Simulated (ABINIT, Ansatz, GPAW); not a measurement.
**The band gap of MoS2, sorted by core time**

```xyz
3
Lattice="3.1841 0.0000 0.0000 -1.5921 2.7575 0.0000 0.0000 0.0000 17.3346" Properties=species:S:1:pos:R:3 pbc="T T T"
Mo    0.0000    0.0000    0.0000
S     0.0000    1.8384   15.7833
S     0.0000    1.8384    1.5513
```

Measurements of this composition are mostly on another form, of space group No. 194.

The cell holds a layer with vacuum beside it, so values per volume hang on the cell's height.

```csv
rung,level,program and potentials,cutoff (eV),k mesh,task,core time,chip,band gap (eV),notes
GGA,PBEsol,"Ansatz, all-electron LAPW, scalar-relativistic",-,6 × 6 × 2,single point,24 s,Arm Neoverse V2,1.59,mesh may miss the edge
GGA,PBEsol,"Ansatz, all-electron LAPW, scalar-relativistic",-,10 × 10 × 2,band structure,69 s,AMD EPYC 7R43 Zen 3,1.59,from the band path
LDA,LDA,"Ansatz, all-electron LAPW, scalar-relativistic",-,10 × 10 × 2,band structure,70 s,AMD EPYC 7R43 Zen 3,1.58,from the band path
GGA,PBEsol,"Ansatz, all-electron LAPW, inner shells corrected to Dirac's equation",-,10 × 10 × 2,band structure,81 s,Arm Neoverse V1,1.59,from the band path
GGA + U (2 eV),PBEsol+U (Mo d U = 2 eV),"GPAW, PAW data sets generated for this functional",600,8 × 8 × 2,band structure,2.3 min,Intel Xeon Platinum 8559C Emerald Rapids,1.54,from the band path
GGA + U (4 eV),PBEsol+U (Mo d U = 4 eV),"GPAW, PAW data sets generated for this functional",600,8 × 8 × 2,band structure,2.4 min,Intel Xeon Platinum 8559C Emerald Rapids,1.37,from the band path
GGA + U (3 eV),PBEsol+U (Mo d U = 3 eV),"GPAW, PAW data sets generated for this functional",600,8 × 8 × 2,band structure,2.4 min,Intel Xeon Platinum 8559C Emerald Rapids,1.49,from the band path
GGA,PBEsol,"GPAW, PAW data sets generated for this functional",600,8 × 8 × 2,band structure,2.5 min,Intel Xeon Platinum 8559C Emerald Rapids,1.57,from the band path
GGA + U (6 eV),PBEsol+U (Mo d U = 6 eV),"GPAW, PAW data sets generated for this functional",600,8 × 8 × 2,band structure,3.1 min,Intel Xeon Platinum 8559C Emerald Rapids,1.00,from the band path
LDA,LDA,"GPAW, the program's PAW data sets (release 1.2.1) made for this functional",600,8 × 8 × 2,band structure,3.6 min,Arm Neoverse V2,1.57,from the band path
LDA,LDA,"ABINIT, JTH PAW LDA v2.0",544,10 × 10 × 2,band structure,12 min,Intel Xeon Platinum 8259CL Skylake/Cascade Lake,1.59,from the band path
```

Times are single runs on shared hosts and different chips, so they are rough; meshes, cutoffs and the tasks' sizes weigh on the time. All rows: no spin polarisation. Gaps are the least found on the k mesh or the band path, and a mesh can miss the band edges. Meshes differ between rows, which moves values too. All levels ran on this one cell, unrelaxed unless noted. Meshes are those of the run's cell of 3 atoms unless a note names another. Runs on faulty files, with rough fits or with known faults for this quantity aren't shown. PBE isn't shown for this crystal. No row holds spin-orbit coupling.

By rung: LDA 1.57 to 1.59; GGA 1.57 to 1.59; GGA + U (2 eV) 1.54; GGA + U (4 eV) 1.37; GGA + U (3 eV) 1.49; GGA + U (6 eV) 1.00 (eV).

The LDA and PBEsol gaps agree within 1.57 to 1.59 eV across three programs, so a longer run buys no visibly different answer. That agreement reflects a shared approximation, not accuracy: the quasiparticle gap of an isolated MoS2 layer is well known to be considerably larger, since semilocal functionals lack the derivative discontinuity and the nonlocal exchange that weak screening in a single layer leaves strong.

Adding U to the Mo d shell makes matters worse, lowering the gap at every step from 1.57 eV without U to 1.00 eV at 6 eV. In trigonal prismatic coordination both band edges are mainly Mo d, split by the ligand field and by d–d hybridisation. U therefore doesn't simply push filled and empty d states apart as in a Mott insulator; it probably shifts the edges unevenly through their different occupations and mixing with S p. The results thus give no support for U as a gap correction here. Whether the narrowing also moves the band edges to other k points can't be told from the gaps alone.
